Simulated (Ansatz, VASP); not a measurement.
This is a calculation of Os (Osmium) for Ansatz 0.2.0. 

File input.yaml:

```yaml
crystal:
  lattice:
    - [2.7341, 0.0, 0.0]
    - [-1.36705, 2.3678000565, 0.0]
    - [0.0, 0.0, 4.3197]
  atoms:
    - { symbol: Os, position: [0.6666666667, 0.3333333333, 0.75] }
    - { symbol: Os, position: [0.3333333333, 0.6666666667, 0.25] }
hamiltonian:
  xc: pbesol
  pseudopotentials: { kind: paw }
  dispersion: d4
kpoints:
  mp_grid: { grid: [11, 11, 6] }
scf:
  occupations: { method: fermi_dirac, width: 0.05 }
output:
  forces: true
  stress: true
  write_density: true
  write_potential: true
  elf: true
  volumetric_format: npy
relax:
  f_tol: 0.01
  max_steps: 40
  cell: { stress_tol: 0.05 }
```

Potentials or basis: Ansatz PAW.

Run with:

```bash
$ ansatz run input.yaml --threads 2 --pin off --max-ram 5632MiB --backend cpu --events-out ev --progress --plain --runs-dir out
```

Question: What does the same run look like in VASP 6.6.1? Potentials or basis there: PBE PAW files Os, 600 eV.

Answer: As run (cutoffs and basis follow the program's own potentials, and thresholds, step limits or extra output files can differ):

INCAR

```
ALGO = Normal
EDIFF = 1E-6
EDIFFG = -0.01
ENCUT = 600
GGA = PS
IBRION = 2
ISIF = 3
ISMEAR = -1
IVDW = 13
LASPH = True
LCHARG = False
LREAL = False
LWAVE = False
NELM = 60
NSW = 40
PREC = Accurate
SIGMA = 0.05
```

KPOINTS

```
k-points
0
Gamma
  11 11 6
```

File POSCAR:

```
Os
1.0
    2.7341000000      0.0000000000      0.0000000000
   -1.3670500000      2.3678000565      0.0000000000
    0.0000000000      0.0000000000      4.3197000000
Os
2
Direct
    0.6666666667      0.3333333333      0.7500000000
    0.3333333333      0.6666666667      0.2500000000
```

Potentials or basis: VASP PAW PBE potentials, release 64 (Os).

Command:

```bash
$ cat potpaw_PBE.64/Os/POTCAR > POTCAR
$ mpirun -np 1 vasp_std > vasp.out
```

Both were run:

|  | Ansatz | VASP |
| --- | --- | --- |
| Relaxed volume | 13.76 Å³/atom | 13.78 Å³/atom |
| Relaxed cell | a = 2.719 Å, b = 2.719 Å, c = 4.299 Å, α = 90.00°, β = 90.00°, γ = 120.00° | a = 2.721 Å, b = 2.721 Å, c = 4.301 Å, α = 90.00°, β = 90.00°, γ = 120.00° |
| Space group after relaxing | P6_3/mmc (No. 194) | P6_3/mmc (No. 194) |
| Pressure after relaxing | 0.0 GPa | -0.1 GPa |

Ansatz's pressure holds a Pulay term of +0.08 GPa for its cutoff of 420 eV, which the other run lacks.

The potentials hold 32 and 16 valence electrons a cell.

Ansatz's potentials were made for PBE. VASP's potentials were made for PBE.

Where Ansatz's input types no cutoff or centring, it takes its own default and a Γ-centred mesh.

Pressure is positive in compression.
